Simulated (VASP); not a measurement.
VASP 6.6.1 run: ZnSe

INCAR

```
LWAVE = .FALSE.
NSW = 0
LREAL = .FALSE.
LMAXMIX = 4
GGA = PE
LDAU = .TRUE.
PREC = Accurate
EDIFF = 1E-7
LDAUU = 1.0 0
IBRION = -1
ISMEAR = -1
LCHARG = .FALSE.
LDAUL = 2 -1
LASPH = .TRUE.
NBANDS = 16
LDAUTYPE = 2
LDAUJ = 0 0
SIGMA = 0.02
NELM = 120
ENCUT = 700
ISIF = 2
```

KPOINTS

```
KPOINTS created by Atomic Simulation Environment
0
Monkhorst-Pack
8 8 8
0 0 0
```

POSCAR

```
Zn Se
 1.0000000000000000
     0.0000000000000000    2.8890690980999998    2.7651316567999999
     2.8890690980999998    0.0000000000000000    2.7651316567999999
     2.8890690980999998    2.8890690980999998    0.0000000000000000
 Zn  Se
   1   1
Cartesian
  0.0000000000000000  0.0000000000000000  0.0000000000000000
  1.4445345490499999  1.4445345490499999  1.3825658284000000
```

The recommended PBE PAW datasets give the neutral cell 18 valence electrons.

Command

```
mpirun -np 1 vasp_std
```

OSZICAR

```
N       E                     dE             d eps       ncg     rms          rms(c)
DAV:   1     0.994669403084E+02    0.99467E+02   -0.10436E+04  4608   0.158E+03
DAV:   2     0.694121806646E+00   -0.98773E+02   -0.92422E+02  5040   0.295E+02
DAV:   3    -0.614121606044E+01   -0.68353E+01   -0.68013E+01  5712   0.705E+01
DAV:   4    -0.620315319269E+01   -0.61937E-01   -0.61928E-01  5448   0.701E+00
DAV:   5    -0.620342446018E+01   -0.27127E-03   -0.27127E-03  6064   0.423E-01    0.490E+00
DAV:   6    -0.594712045406E+01    0.25630E+00   -0.48571E-01  6984   0.206E+01    0.364E+00
DAV:   7    -0.592862083427E+01    0.18500E-01   -0.13856E-01  5264   0.320E+00    0.151E+00
DAV:   8    -0.592895295776E+01   -0.33212E-03   -0.41387E-03  6008   0.594E-01    0.432E-01
DAV:   9    -0.592920812631E+01   -0.25517E-03   -0.10412E-03  5544   0.237E-01    0.655E-02
DAV:  10    -0.592929995277E+01   -0.91826E-04   -0.12937E-04  6040   0.841E-02    0.185E-02
DAV:  11    -0.592930697120E+01   -0.70184E-05   -0.26222E-05  5440   0.359E-02    0.520E-03
DAV:  12    -0.592930812659E+01   -0.11554E-05   -0.17055E-06  6400   0.960E-03    0.373E-03
DAV:  13    -0.592930803150E+01    0.95088E-07   -0.27528E-07  5624   0.515E-03
   1 F= -.59293080E+01 E0= -.59293080E+01  d E =-.181814E-10
```

Standard output (part)

```
POSCAR found type information on POSCAR ZnSe
 POSCAR found :  2 types and       2 ions
 LDA part: xc-table for (Slater+PW92), standard interpolation
 POSCAR, INCAR and KPOINTS ok, starting setup
 WAVECAR not read
 entering main loop
```

From OUTCAR

```
k-points           NKPTS =    144   k-points in BZ     NKDIM =    144   number of bands    NBANDS=     16

   NELECT =      18.0000    total number of electrons

   dimension x,y,z NGX =    36 NGY =   36 NGZ =   36
   dimension x,y,z NGXF=    72 NGYF=   72 NGZF=   72

  energy-cutoff  :      700.00
  volume of cell :       46.16
      direct lattice vectors                 reciprocal lattice vectors
     0.000000000  2.889069098  2.765131657    -0.173066127  0.173066127  0.180823216
     2.889069098  0.000000000  2.765131657     0.173066127 -0.173066127  0.180823216
     2.889069098  2.889069098  0.000000000     0.173066127  0.173066127 -0.180823216

 k-points in reciprocal lattice and weights: KPOINTS created by Atomic Simulation Env
   0.06250000  0.06250000  0.06250000       0.004
   0.18750000  0.06250000  0.06250000       0.008
   0.31250000  0.06250000  0.06250000       0.008
   0.43750000  0.06250000  0.06250000       0.008
  -0.43750000  0.06250000  0.06250000       0.008
  -0.31250000  0.06250000  0.06250000       0.008
  -0.18750000  0.06250000  0.06250000       0.008
  -0.06250000  0.06250000  0.06250000       0.008
   ...

 E-fermi :   1.8453

 k-point     1 :       0.0625    0.0625    0.0625
  band No.  band energies     occupation
      1     -11.6453      2.00000
      2      -5.3781      2.00000
      3      -5.3775      2.00000
      4      -5.3615      2.00000
      5      -5.0412      2.00000
      6      -5.0361      2.00000
      7       0.9666      2.00000
      8       1.3559      2.00000
      9       1.4657      2.00000
     10       3.1329      0.00000
     11       7.2526      0.00000
     12       7.3931      0.00000
     13       7.4017      0.00000
     14      11.6338      0.00000
     15      12.2144      0.00000
     16      12.8116      0.00000

 k-point     2 :       0.1875    0.0625    0.0625
  band No.  band energies     occupation
      1     -11.5178      2.00000
      2      -5.3628      2.00000
      3      -5.3561      2.00000
      4      -5.3429      2.00000
      5      -5.0437      2.00000
      6      -5.0353      2.00000
      7      -0.2315      2.00000
      8       0.9565      2.00000
      9       1.3584      2.00000
     10       4.0590      0.00000
     11       7.0467      0.00000
     12       7.5789      0.00000
     13       7.9810      0.00000
     14      11.5290      0.00000
     15      12.2068      0.00000
     16      12.7456      0.00000

 k-point     3 :       0.3125    0.0625    0.0625
  band No.  band energies     occupation
      1     -11.2539      2.00000
      2      -5.3279      2.00000
      3      -5.3170      2.00000
      4      -5.2670      2.00000
      5      -5.0445      2.00000
      6      -5.0274      2.00000
      7      -1.8330      2.00000
      8       0.5630      2.00000
      9       1.0775      2.00000
     10       4.4230      0.00000
     11       7.7061      0.00000
     12       7.8910      0.00000
     13       8.4658      0.00000
     14      11.4826      0.00000
     15      12.2116      0.00000
     16      12.7609      0.00000

 ...

  Total        0.2179800      0.2179800      0.6120396      0.0000000      0.0000000      0.0000000
  in kB        7.5659869      7.5659869     21.2436153      0.0000000      0.0000000      0.0000000
  external PRESSURE =      12.1251964 kB  Pullay stress =       0.0000000 kB

 POSITION                                       TOTAL-FORCE (eV/Angst)
 -----------------------------------------------------------------------------------
      0.00000      0.00000      0.00000         0.000000      0.000000     -0.000000
      1.44453      1.44453      1.38257        -0.000000     -0.000000      0.000000
 -----------------------------------------------------------------------------------
    total drift:                                0.000000      0.000000      0.000000

  FREE ENERGIE OF THE ION-ELECTRON SYSTEM (eV)
  ---------------------------------------------------
  free  energy   TOTEN  =        -5.9293080315 eV

  energy  without entropy=       -5.9293080315  energy(sigma->0) =       -5.92930803
```

It converged. Results: gap between bands v and c on the k mesh 1.67 eV; least direct gap on the k mesh 1.67 eV; pressure 1.2 GPa. Band v is the last that the valence electrons fill when counted band by band, and c is the next.

The shifted mesh misses Γ, so a band edge there is missed.

For comparison, a separate PBE run of the intended cell, on usual settings and not on those above, gives a gap of 1.13 eV on its mesh and a pressure of 1.4 GPa.

The run above took about 2.7 min on one core of a shared host (Intel Xeon Platinum 8488C) and held 0.31 GiB at most.
